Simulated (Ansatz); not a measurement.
# What a trial cell of Te relaxes into

Method: DFT PBE, scalar-relativistic, plane waves, PAW (Ansatz 0.2.0). Cutoff 420 eV, Gaussian smearing, Γ-centred meshes. Cell and atoms relax first on a coarse mesh and then on a finer one. In between, the cell is made exact in the group found at 0.06 Å. In metals the finer mesh still leaves noise of several meV/atom or more. The steps can't lower the symmetry of their start. No spin polarisation.

The cell of Te is invented: random cell by space group and Wyckoff sites (P-3m1, No. 164). Lengths were set from tabulated atomic sizes, so they are only a guess.

```
CELL_PARAMETERS angstrom
4.06103 0.00000 0.00000
-2.03051 3.51695 0.00000
0.00000 0.00000 8.76991
ATOMIC_POSITIONS crystal
Te 0.33333 0.66667 0.50720
Te 0.66667 0.33333 0.49280
```

Energies count from the standard state of Te at the same level.

Q: Describe the relaxed structure.

A: The symmetry stays P-3m1 (No. 164). The volume per atom shrinks by 14.4 %, from 62.6 to 53.6 Å³. The shortest distance goes from 2.35 Å (Te–Te) to 2.96 Å (Te–Te). The ratio c/a of the conventional cell changes by a factor of 0.47. The energy falls by about 3.3 eV/atom (the start's value is from the coarse mesh). Conventional cell: a = 4.963 Å, c = 5.029 Å. Te has 3 Te at 2.96 Å.

```cif
data_structure
_symmetry_space_group_name_H-M 'P-3m1'
_symmetry_Int_Tables_number 164
_cell_length_a 4.9626
_cell_length_b 4.9626
_cell_length_c 5.0292
_cell_angle_alpha 90.000
_cell_angle_beta 90.000
_cell_angle_gamma 120.000
_cell_volume 107.26
loop_
_atom_site_label
_atom_site_type_symbol
_atom_site_symmetry_multiplicity
_atom_site_Wyckoff_symbol
_atom_site_fract_x
_atom_site_fract_y
_atom_site_fract_z
_atom_site_occupancy
Te1 Te 2 d 0.33333 0.66667 0.57521 1
```

Q: How does it come out in energy, and is it a metal?

A: The energy over the standard state is +0.28 eV/atom and the gap on the 12×12×12 mesh of the 2-atom cell is 0 eV (a metal).

It lies above the standard state, so it could only be metastable.

The last run used Gaussian smearing of 0.10 eV. Weakly bound directions are ill-defined at this level, which has no dispersion term. Spin–orbit coupling, which can matter for Te, is left out. The reference form of Te is held partly by dispersion forces, which this level lacks. A structure relaxed within its symmetry needn't be a true minimum. In all, the 5 runs took 15 min on 1 thread of Arm Neoverse N1 (shared host).
